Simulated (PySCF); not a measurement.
Molecule: SMILES CCCN, C$_{3}$H$_{9}$N.

Molfile (atoms numbered from 1):
```
C3H9N
     RDKit          3D

 13 12  0  0  0  0  0  0  0  0999 V2000
    1.7115    0.2304    0.4534 C   0  0  0  0  0  0  0  0  0  0  0  0
    0.4377    0.2491   -0.3750 C   0  0  0  0  0  0  0  0  0  0  0  0
   -0.7564   -0.3592    0.3429 C   0  0  0  0  0  0  0  0  0  0  0  0
   -1.9301   -0.3675   -0.5070 N   0  0  0  0  0  0  0  0  0  0  0  0
    2.5580    0.6661   -0.0981 H   0  0  0  0  0  0  0  0  0  0  0  0
    1.5946    0.8041    1.3872 H   0  0  0  0  0  0  0  0  0  0  0  0
    1.9916   -0.7986    0.7331 H   0  0  0  0  0  0  0  0  0  0  0  0
    0.5809   -0.2938   -1.3239 H   0  0  0  0  0  0  0  0  0  0  0  0
    0.1937    1.2902   -0.6557 H   0  0  0  0  0  0  0  0  0  0  0  0
   -0.8931    0.1710    1.3127 H   0  0  0  0  0  0  0  0  0  0  0  0
   -0.5148   -1.4040    0.6076 H   0  0  0  0  0  0  0  0  0  0  0  0
   -2.2343    0.5867   -0.6937 H   0  0  0  0  0  0  0  0  0  0  0  0
   -2.7084   -0.8266   -0.0399 H   0  0  0  0  0  0  0  0  0  0  0  0
  1  2  1  0
  2  3  1  0
  3  4  1  0
  1  5  1  0
  1  6  1  0
  1  7  1  0
  2  8  1  0
  2  9  1  0
  3 10  1  0
  3 11  1  0
  4 12  1  0
  4 13  1  0
M  END
```

Geometry PBE0-D3(BJ)/def2-SVP throughout; GIAO in PySCF, gas phase, one conformer, non-relativistic; equivalent atoms averaged; functional PBE0.

For orientation, aug-cc-pVDZ gives these absolute shieldings σ: C3 148.5, C2 165.4, C1 182.1, N4 233.9, H10/H11 28.69, H8/H9 29.93, H5/H6/H7 30.44, H12/H13 31.01 ppm.

A run gave: C3 149.2, C2 167.4, C1 180.8, N4 232.1, H10/H11 29.33, H8/H9 30.46, H5/H6/H7 31.06, H12/H13 32.03 ppm (absolute shieldings σ).

Question: Which basis set was used in that run?
A. cc-pVDZ
B. def2-SVP
C. 6-31G*
D. 6-31G
E. STO-3G

Answer: C. H12/H13 tells them apart best: 6-31G* gives 32.03, def2-SVP gives 31.43, cc-pVDZ gives 31.41, 6-31G gives 32.68, STO-3G gives 33.06 ppm.
